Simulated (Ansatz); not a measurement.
# MgO: how the settings move a single-point run

How sensitive is a single-point run of MgO to its settings? A reference run comes first, then one run with altered input.

The COD cell was measured well above room temperature, so it is larger than a cold one.

Program: Ansatz 0.2.0. Level of theory: reference: DFT, PBE, PAW with Ansatz's default frozen-core files, scalar-relativistic. These are calculated values, not measurements.

**1. Starting point**

It takes space group I4/mmm (No. 139, tetragonal). The conventional cell has a = 2.975 Å, b = 2.975 Å, c = 4.398 Å, α = 90.00°, β = 90.00°, γ = 90.00°. Mg (site symmetry 4/mmm) has 6 O at 2.10 to 2.20 Å in its first shell of neighbours. O (site symmetry 4/mmm) is surrounded by 6 Mg at 2.10 to 2.20 Å.

Structure file:

```cif
data_structure
_symmetry_space_group_name_H-M 'I4/mmm'
_symmetry_Int_Tables_number 139
_cell_length_a 2.9753
_cell_length_b 2.9753
_cell_length_c 4.3984
_cell_angle_alpha 90.000
_cell_angle_beta 90.000
_cell_angle_gamma 90.000
_cell_volume 38.94
loop_
_atom_site_label
_atom_site_type_symbol
_atom_site_symmetry_multiplicity
_atom_site_Wyckoff_symbol
_atom_site_fract_x
_atom_site_fract_y
_atom_site_fract_z
_atom_site_occupancy
Mg1 Mg 2 a 0.00000 0.00000 0.00000 1
O1 O 2 b 0.50000 0.50000 0.00000 1
```

**2. The reference run**

Contents of input.yaml:

```yaml
crystal:
  lattice:
    - [0.0, 2.1038258084, 2.1992045]
    - [2.1038258084, 0.0, 2.1992045]
    - [2.1038258084, 2.1038258084, 0.0]
  atoms:
    - { symbol: Mg, position: [0.0, 0.0, 0.0] }
    - { symbol: O, position: [0.5, 0.5, 0.5] }
kpoints:
  mp_grid: { grid: [11, 11, 11] }
scf:
  occupations: { method: fermi_dirac, width: 0.01 }
hamiltonian:
  xc: pbe
  pseudopotentials: { kind: paw }
output:
  forces: true
  stress: true
  eigenvalues: true
  efg: { contact_densities: true }
```

The run is started by

```bash
$ ansatz run input.yaml --threads 1 --pin off --max-ram 2048MiB --backend cpu --events-out ev --progress --plain --runs-dir out
```

**3. Changed: mp_grid.grid [9, 9, 9], ecutwfc 44.1 Ry**

input.yaml: that of step 2 with these lines changed.

```diff
@@ -9,3 +9,3 @@
 kpoints:
-  mp_grid: { grid: [11, 11, 11] }
+  mp_grid: { grid: [9, 9, 9] }
 scf:
@@ -20 +20,7 @@
   efg: { contact_densities: true }
+  write_density: true
+  write_potential: true
+  elf: true
+  volumetric_format: npy
+basis:
+  ecutwfc: "44.1 Ry"
```

Q: Predict the outcome of this session. Wanted: for each run, ending; energy change; pressure; gap; force.

The runs gave:

```csv
run,ending,energy change,pressure (GPa),gap (eV),force (eV/Å),cycles,time
reference,converged,0,-1.1,4.29,0.00,6,10 s
"1: mp_grid.grid [9, 9, 9], ecutwfc 44.1 Ry",converged,-3.0 meV/atom,-1.1,4.29,0.00,6,3.1 s
```

Times don't compare one to one where runs were asked for different outputs or read a saved state (see the inputs); cycles may leave out searches for a lower state.

Residual by cycle in the longest SCF loop of each run; runs are numbered as in the table. The quantity is the density residual dr2, in eV.

```csv
cycle,reference,run 1
1,3.9e-5,7.5e-5
2,1.0e-5,1.4e-5
3,2.1e-6,3.0e-6
4,1.6e-7,1.2e-7
5,1.9e-8,1.8e-8
6,4.7e-9,3.1e-9
```

Changing the k-point mesh and cutoff moves the energy by -3.0 meV/atom. More than one kind of setting changed, and this run alone doesn't tell their shares apart.

The gaps are Kohn-Sham values of a semilocal functional, not quasiparticle or optical gaps. Such gaps usually fall short of the measured ones.
